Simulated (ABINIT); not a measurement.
Runs of ABINIT 10.8.3 (patched build) on WC (Qusongite). It takes space group P-6m2 (No. 187, hexagonal). The conventional cell has a = 2.907 Å, b = 2.907 Å, c = 2.837 Å, α = 90.00°, β = 90.00°, γ = 120.00°. Around W (site symmetry -6m2) lie 6 C at 2.20 Å. C (site symmetry -6m2) has 6 W at 2.20 Å as nearest neighbours. 

| task | level | potentials or basis | spin | cell | k mesh | cutoff (eV) | fine-grid cutoff | cell freedom (optcell) | cutoff smearing ecutsm (Ha) | optimiser (ionmov) | force stop (Ha/bohr) | gap on the mesh (eV) | pressure (GPa) | relaxed volume (Å³/atom) |
| --- | --- | --- | --- | --- | --- | --- | --- | --- | --- | --- | --- | --- | --- | --- |
| band structure | BLYP | JTH PAW PBE v2.0 | SOC, no magnetisation | as given | 10 × 10 × 9 | 544 | 1088.46 eV | - | - | - | - | none | 19.5 | - |
| band structure | rPW86PBE | JTH PAW PBE v2.0 | SOC, no magnetisation | as given | 10 × 10 × 9 | 544 | 1088.46 eV | - | - | - | - | none | (a) | - |
| single point | PBEsol | JTH PAW PBE v2.0 | off | as given | 13 × 13 × 12 | 544 | 1088.46 eV | - | - | - | - | none | -2.7 | - |
| band structure | PBEsol | PseudoDojo NC SR PBEsol v0.4 stringent | off | as given | 10 × 10 × 9 | 1116 | - | - | - | - | - | none | -3.1 | - |
| relaxation of cell and atoms | LDA | JTH PAW LDA v2.0 | off | relaxed | 10 × 10 × 9 | 544 | 1088.46 eV | 2 | 0.5 | 2 | 5e-05 | none | 0.0 | 10.13 |
| relaxation of cell and atoms | revPBE | JTH PAW PBE v2.0 | off | relaxed | 10 × 10 × 9 | 544 | 1088.46 eV | 2 | 0.5 | 2 | 0.0001 | none | 0.0 | (b) |
| band structure | PBE | PseudoDojo NC SR PBE v0.4.1 standard | off | as given | 10 × 10 × 9 | 1116 | - | - | - | - | - | none | 5.7 | - |

Alike in all rows: smearing fermi-dirac 0.05 eV.

Question: Estimate the missing entries.

Answer: (a) 18.2; (b) 10.64.

Caveats: so large a pressure means that the cell lies far from this level's equilibrium, or that cutoff or potentials fall short (some runs); the potentials were made for another functional, which shifts forces and pressure (some runs); the PAW data sets were made with another functional, which shifts forces and pressure a little (some runs); spin-orbit coupling is left out, which moves the levels of the heavy elements (some runs).

A k mesh can miss the band edges, and rows without SOC leave out spin-orbit coupling on W.

A gap of «none» marks a metal or a gap under the smearing width.
